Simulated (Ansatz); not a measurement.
Sn in several cubic structure types, each at its own equilibrium volume.

Method: Ansatz, PBE, plane waves, PAW datasets (generated soft set 1).

Settings: cutoff 420 eV; no spin polarisation; Fermi–Dirac smearing of 0.0612 eV; k-meshes 28³ (diamond), 39³ (fcc).

Question: Rank the structures by energy per atom, lowest first.
A. diamond
B. fcc

Answer: A (0.0 meV/atom), B (58 meV/atom).

Question: Give the equilibrium volume and bulk modulus of each.

Answer: 
```tsv
structure	V₀ (Å³/atom)	B₀ (GPa)
diamond	36.84	36
fcc	28.00	47
```

Only these cubic types are compared here; the real ground state can be another structure or magnetic.

Model structures, not the usual forms at ambient conditions (metastable or hypothetical): Sn (fcc type).
